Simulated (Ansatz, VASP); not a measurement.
# Ni (Ni wire along [100], 12 atoms a period) in two plane-wave programs, part 2 of 2

One calculation is typed for both programs; each brings its own data sets. How far apart do they land? The structure shown is the start of the Ansatz relaxation below; VASP solves that cell, so the two are compared at the walk's first step.

VASP 6.6.1 and Ansatz 0.2.0.

So far: The starting structure; Ansatz: relaxation, PBE.

**3. VASP: single point, PBE, start cell**

Level of this step: PBE, spin-polarised from a ferromagnetic start; plane waves and PAW (Ni) (VASP).

The same cell, functional, mesh and smearing now go to VASP, with its own data sets.

Lines of VASP's logs that name or quote its potential files are left out, and so is its time.

INCAR reads:

```
SYSTEM = Ni
PREC = Accurate
ENCUT = 520
EDIFF = 1E-06
NELM = 200
ISMEAR = -1
SIGMA = 0.05
LREAL = .FALSE.
ALGO = Normal
GGA = PE
NBANDS = 86
ISPIN = 2
MAGMOM = 0.79 0.69 0.79 0.79 0.69 0.79 0.79 0.79 0.69 0.69 0.79 0.79
LASPH = .TRUE.
LMAXMIX = 4
LORBIT = 11
LWAVE = .FALSE.
LCHARG = .FALSE.
ISIF = 2
GGA_COMPAT = .FALSE.
KPAR = 2
```

POSCAR reads:

```
Ni
1.0
   12.0800000000      0.0000000000      0.0000000000
    0.0000000000     12.0800000000      0.0000000000
    0.0000000000      0.0000000000      3.5200000000
Ni
12
Direct
    0.2814569536      0.5728476821      0.0000000000
    0.4271523179      0.4271523179      0.0000000000
    0.4271523179      0.7185430464      0.0000000000
    0.5728476821      0.2814569536      0.0000000000
    0.5728476821      0.5728476821      0.0000000000
    0.7185430464      0.4271523179      0.0000000000
    0.2814569536      0.4271523179      0.5000000000
    0.4271523179      0.2814569536      0.5000000000
    0.4271523179      0.5728476821      0.5000000000
    0.5728476821      0.4271523179      0.5000000000
    0.5728476821      0.7185430464      0.5000000000
    0.7185430464      0.5728476821      0.5000000000
```

KPOINTS reads:

```
Automatic mesh
0
Gamma
1 1 23
0 0 0
```

The projector-augmented-wave data sets are Ni (PBE family, release 64).

Started as:

```bash
mpirun -np 2 vasp_std
```

Numbers of over 12 decimals in the logs are rounded to 6 here.

What it wrote:

```text
[banner, memory and clock lines left out]
running    2 mpi-ranks, on    1 nodes
 distrk:  each k-point on    1 cores,    2 groups
 distr:  one band on    1 cores,    1 groups

 POSCAR found type information on POSCAR Ni
 POSCAR found :  1 types and      12 ions
 LDA part: xc-table for (Slater+PW92), standard interpolation
 POSCAR, INCAR and KPOINTS ok, starting setup
 FFT: planning ... GRIDC
 FFT: planning ... GRID_SOFT
 FFT: planning ... GRID
 WAVECAR not read
 entering main loop
       N       E                     dE             d eps       ncg     rms          rms(c)
DAV:   1     0.802630466123E+03    0.80263E+03   -0.49177E+04  4128   0.135E+03
DAV:   2    -0.559990667348E+01   -0.80823E+03   -0.76476E+03  4134   0.304E+02
DAV:   3    -0.611690956744E+02   -0.55569E+02   -0.50414E+02  4530   0.112E+02
DAV:   4    -0.623925183824E+02   -0.12234E+01   -0.12161E+01  4428   0.183E+01
DAV:   5    -0.624206504619E+02   -0.28132E-01   -0.28131E-01  6038   0.174E+00    0.273E+01
DAV:   6    -0.685412129585E+02   -0.61206E+01   -0.81453E+01  4482   0.104E+02    0.541E+01
DAV:   7    -0.620804619901E+02    0.64608E+01   -0.46859E+01  4524   0.107E+02    0.314E+01
DAV:   8    -0.533835806579E+02    0.86969E+01   -0.13781E+01  4856   0.409E+01    0.106E+01
DAV:   9    -0.537247862325E+02   -0.34121E+00   -0.46270E+00  5744   0.239E+01    0.167E+01
DAV:  10    -0.535125404750E+02    0.21225E+00   -0.27269E+00  4202   0.177E+01    0.695E+00
DAV:  11    -0.535329428452E+02   -0.20402E-01   -0.36539E-01  4450   0.458E+00    0.862E+00
DAV:  12    -0.534550957998E+02    0.77847E-01   -0.47173E-02  5582   0.308E+00    0.641E+00
DAV:  13    -0.533397077849E+02    0.11539E+00   -0.15334E-01  6342   0.638E+00    0.110E+00
DAV:  14    -0.533720386031E+02   -0.32331E-01   -0.73563E-02  4658   0.162E+00    0.197E+00
[...]
DAV:  22    -0.533682821495E+02   -0.13840E-03   -0.45773E-05  4660   0.735E-02    0.450E-02
DAV:  23    -0.533684737298E+02   -0.19158E-03   -0.16245E-05  4984   0.504E-02    0.166E-02
DAV:  24    -0.533686471256E+02   -0.17340E-03   -0.13965E-05  4176   0.194E-02    0.123E-02
DAV:  25    -0.533687608243E+02   -0.11370E-03   -0.93671E-06  4018   0.162E-02    0.200E-02
DAV:  26    -0.533687779976E+02   -0.17173E-04   -0.23679E-06  3170   0.182E-02    0.375E-03
DAV:  27    -0.533687836258E+02   -0.56283E-05   -0.11936E-06  2890   0.667E-03    0.305E-03
DAV:  28    -0.533687846714E+02   -0.10456E-05   -0.28380E-07  2750   0.352E-03    0.168E-03
DAV:  29    -0.533687850265E+02   -0.35503E-06   -0.71127E-08  2620   0.144E-03
   1 F= -.53368785E+02 E0= -.53240493E+02  d E =-.256584E+00  mag=     9.6566
```

Parts of OUTCAR (step 3):

```text
ion  position               nearest neighbor table
   1  0.281  0.573  0.000-   7 2.49   7 2.49   2 2.49   9 2.49   9 2.49   3 2.49
   2  0.427  0.427  0.000-   5 2.49   9 2.49  10 2.49   9 2.49  10 2.49   4 2.49   1 2.49   7 2.49
                             8 2.49   7 2.49   8 2.49
   3  0.427  0.719  0.000-  11 2.49  11 2.49   5 2.49   9 2.49   9 2.49   1 2.49
   4  0.573  0.281  0.000-   8 2.49   8 2.49   2 2.49  10 2.49  10 2.49   6 2.49
   5  0.573  0.573  0.000-   2 2.49   9 2.49  10 2.49   9 2.49  10 2.49   3 2.49   6 2.49  11 2.49
                            12 2.49  11 2.49  12 2.49
   6  0.719  0.427  0.000-  12 2.49  12 2.49   5 2.49  10 2.49  10 2.49   4 2.49
   7  0.281  0.427  0.500-   1 2.49   1 2.49   9 2.49   2 2.49   2 2.49   8 2.49
   8  0.427  0.281  0.500-   4 2.49   4 2.49  10 2.49   2 2.49   2 2.49   7 2.49
   9  0.427  0.573  0.500-  10 2.49   5 2.49   2 2.49   2 2.49   5 2.49   7 2.49  11 2.49   1 2.49
                             1 2.49   3 2.49   3 2.49
  10  0.573  0.427  0.500-   9 2.49   5 2.49   2 2.49   2 2.49   5 2.49   8 2.49  12 2.49   6 2.49
                             4 2.49   4 2.49   6 2.49
  11  0.573  0.719  0.500-   3 2.49   3 2.49   9 2.49   5 2.49   5 2.49  12 2.49
  12  0.719  0.573  0.500-   6 2.49   6 2.49  10 2.49   5 2.49   5 2.49  11 2.49

  LATTYP: Found a simple tetragonal cell.
 ALAT       =    12.0800000000
 C/A-ratio  =     0.2913907285

 Subroutine GETGRP returns: Found 16 space group operations
 (whereof  8 operations were pure point group operations)

The static configuration has the point symmetry D_2h.
 The point group associated with its full space group is D_4h.

 Found     12 irreducible k-points:

   k-points           NKPTS =     12   k-points in BZ     NKDIM =     12   number of bands    NBANDS=     86

   dimension x,y,z NGX =    90 NGY =   90 NGZ =   28
   dimension x,y,z NGXF=   180 NGYF=  180 NGZF=   56

   ENCUT  =  520.0 eV  38.22 Ry    6.18 a.u.  22.46 22.46  6.54*2*pi/ulx,y,z

   NELECT =     120.0000    total number of electrons

 k-points in reciprocal lattice and weights: Automatic mesh
   0.00000000  0.00000000  0.00000000       0.043
   0.00000000  0.00000000  0.04347826       0.087
   0.00000000  0.00000000  0.08695652       0.087
   0.00000000  0.00000000  0.13043478       0.087
   0.00000000  0.00000000  0.17391304       0.087
   0.00000000  0.00000000  0.21739130       0.087
   0.00000000  0.00000000  0.26086957       0.087
   0.00000000  0.00000000  0.30434783       0.087
   0.00000000  0.00000000  0.34782609       0.087
   0.00000000  0.00000000  0.39130435       0.087
   0.00000000  0.00000000  0.43478261       0.087
   0.00000000  0.00000000  0.47826087       0.087

 average (electrostatic) potential at core
       1 -91.6903       2 -92.1189       3 -91.6903       4 -91.6903       5 -92.1189
       6 -91.6903       7 -91.6903       8 -91.6903       9 -92.1189      10 -92.1189
      11 -91.6903      12 -91.6903

 E-fermi :  -0.7605

 spin component 1
 k-point     1 :       0.0000    0.0000    0.0000
  band No.  band energies     occupation
    ...
     62      -1.4201      1.00000
     63      -1.2967      0.99998
     64      -1.2631      0.99996
     65      -1.2586      0.99995
     66      -1.1193      0.99924
     67       0.1774      0.00000
     68       0.1774      0.00000
     69       0.9412      0.00000
     70       0.9412      0.00000
     71       1.7568      0.00000
    ...

 k-point     2 :       0.0000    0.0000    0.0435
  band No.  band energies     occupation
    ...
     62      -1.4208      1.00000
     63      -1.2923      0.99998
     64      -1.2916      0.99998
     65      -1.2587      0.99995
     66      -1.0983      0.99884
     67       0.2068      0.00000
     68       0.2068      0.00000
     69       0.9602      0.00000
     70       0.9602      0.00000
     71       1.8018      0.00000
    ...

 k-point     3 :       0.0000    0.0000    0.0870
  band No.  band energies     occupation
    ...
     62      -1.4228      1.00000
     63      -1.3727      1.00000
     64      -1.2848      0.99997
     65      -1.2447      0.99994
     66      -1.0470      0.99676
     67       0.2925      0.00000
     68       0.2925      0.00000
     69       1.0173      0.00000
     70       1.0173      0.00000
     71       1.9316      0.00000
    ...

 k-point     4 :       0.0000    0.0000    0.1304
  band No.  band energies     occupation
    ...
     62      -1.4268      1.00000
     63      -1.4268      1.00000
     64      -1.2776      0.99997
     65      -1.2178      0.99989
     66      -0.9706      0.98526
     67       0.4278      0.00000
     68       0.4278      0.00000
     69       1.1120      0.00000
     70       1.1120      0.00000
     71       2.1330      0.00000
    ...

 k-point     5 :       0.0000    0.0000    0.1739
  band No.  band energies     occupation
    ...
     62      -1.4340      1.00000
     63      -1.3661      0.99999
     64      -1.2415      0.99993
     65      -1.1719      0.99973
     66      -0.8666      0.89310
     67       0.6049      0.00000
     68       0.6049      0.00000
     69       1.2432      0.00000
     70       1.2432      0.00000
     71       2.1309      0.00000
    ...

 k-point     6 :       0.0000    0.0000    0.2174
  band No.  band energies     occupation
    ...
     61      -1.4453      1.00000
     62      -1.4453      1.00000
     63      -1.3538      0.99999
     64      -1.1024      0.99893
     65      -1.0971      0.99881
     66      -0.7309      0.35642
     67       0.8163      0.00000
     68       0.8163      0.00000
     69       1.4064      0.00000
     70       1.4064      0.00000
    ...

  Total       -8.2072522     -8.2072522    -13.5381623      0.0000000      0.0000000      0.0000000
  in kB      -25.5995203    -25.5995203    -42.2273440      0.0000000      0.0000000      0.0000000
  external PRESSURE =     -31.1421282 kB  Pullay stress =       0.0000000 kB

  energy-cutoff  :      520.00
  volume of cell :      513.66
      direct lattice vectors                 reciprocal lattice vectors
    12.080000000  0.000000000  0.000000000     0.082781457  0.000000000  0.000000000
     0.000000000 12.080000000  0.000000000     0.000000000  0.082781457  0.000000000
     0.000000000  0.000000000  3.520000000     0.000000000  0.000000000  0.284090909

 POSITION                                       TOTAL-FORCE (eV/Angst)
 -----------------------------------------------------------------------------------
      3.40000      6.92000      0.00000         0.728341     -0.540103      0.000000
      5.16000      5.16000      0.00000        -0.429648     -0.429648     -0.000000
      5.16000      8.68000      0.00000         0.540103     -0.728341      0.000000
      6.92000      3.40000      0.00000        -0.540103      0.728341      0.000000
      6.92000      6.92000      0.00000         0.429648      0.429648     -0.000000
      8.68000      5.16000      0.00000        -0.728341      0.540103     -0.000000
      3.40000      5.16000      1.76000         0.728341      0.540103      0.000000
      5.16000      3.40000      1.76000         0.540103      0.728341      0.000000
      5.16000      6.92000      1.76000        -0.429648      0.429648     -0.000000
      6.92000      5.16000      1.76000         0.429648     -0.429648     -0.000000
      6.92000      8.68000      1.76000        -0.540103     -0.728341     -0.000000
      8.68000      6.92000      1.76000        -0.728341     -0.540103     -0.000000
 -----------------------------------------------------------------------------------
    total drift:                                0.000000      0.000000     -0.000000

  FREE ENERGIE OF THE ION-ELECTRON SYSTEM (eV)
  ---------------------------------------------------
  free  energy   TOTEN  =       -53.3687850265 eV

  energy  without entropy=      -53.1122007871  energy(sigma->0) =      -53.24049291

 total charge
# of ion       s       p       d       tot
------------------------------------------
    1        0.453   0.248   8.329   9.029
    2        0.483   0.462   8.294   9.239
    3        0.453   0.248   8.329   9.029
    4        0.453   0.248   8.329   9.029
    5        0.483   0.462   8.294   9.239
    6        0.453   0.248   8.329   9.029
    7        0.453   0.248   8.329   9.029
    8        0.453   0.248   8.329   9.029
    9        0.483   0.462   8.294   9.239
   10        0.483   0.462   8.294   9.239
   11        0.453   0.248   8.329   9.029
   12        0.453   0.248   8.329   9.029
--------------------------------------------------
tot          5.553   3.828  99.811 109.192

 magnetization (x)
# of ion       s       p       d       tot
------------------------------------------
    1        0.005  -0.010   0.839   0.834
    2       -0.006  -0.021   0.763   0.736
    3        0.005  -0.010   0.839   0.834
    4        0.005  -0.010   0.839   0.834
    5       -0.006  -0.021   0.763   0.736
    6        0.005  -0.010   0.839   0.834
    7        0.005  -0.010   0.839   0.834
    8        0.005  -0.010   0.839   0.834
    9       -0.006  -0.021   0.763   0.736
   10       -0.006  -0.021   0.763   0.736
   11        0.005  -0.010   0.839   0.834
   12        0.005  -0.010   0.839   0.834
--------------------------------------------------
tot          0.015  -0.165   9.768   9.618

[... 6 further parts left out ...]
```

**4. Differences**

Known differences besides the potentials themselves: VASP starts from the moments at which Ansatz ended; the data sets hold 216 valence electrons in Ansatz (on its PAW soft_1 files) and 120 in VASP; the cutoff is 420 eV in Ansatz and 520 eV in VASP. Total energies have different zeros and are not compared.

Forces on 7 of the 12 atoms, those with the largest forces and the largest differences (eV/Å; atoms numbered as in POSCAR):

```
atom         Ansatz x, y, z           VASP x, y, z
 Ni1   0.740, -0.546, 0.000   0.728, -0.540, 0.000
 Ni3   0.546, -0.740, 0.000   0.540, -0.728, 0.000
 Ni4   -0.546, 0.740, 0.000   -0.540, 0.728, 0.000
 Ni6   -0.740, 0.546, 0.000   -0.728, 0.540, 0.000
 Ni7    0.740, 0.546, 0.000    0.728, 0.540, 0.000
 Ni8    0.546, 0.740, 0.000    0.540, 0.728, 0.000
Ni11  -0.546, -0.740, 0.000  -0.540, -0.728, 0.000
```

The forces differ by 7.2 meV/Å r.m.s., which is 1.5 % of the r.m.s. force of 0.473 eV/Å (both taken over all components). Moments aren't recorded for both runs of this pair, so they may hold unlike magnetic states.

**5. Summary of results**

```
r.m.s. force difference (single point, PBE, start cell) : 1.5 % of the r.m.s. force
```

In words: The r.m.s. force difference is 1.5 % of the r.m.s. force (single point, PBE, start cell), within the 3 % picked in this series as the mark of a large difference. The data sets hold unlike numbers of valence electrons (216 in Ansatz and 120 in VASP), so part of the differences comes from the potentials. How closely two codes agree says nothing of how well the functional describes the real material.

[Lines on the potential files, build, host, timing and source positions are cut from VASP's logs without a mark.]

[Logs are printed without paths, hosts, clocks, repeated set-up lines and the standing remarks that a program may print on its own settings, such as how far it seeks lower states.]

[Hosts, paths, dates, database ids (printed as entryN), source tags and the programs' standing remarks are cut or masked in the printed files.]
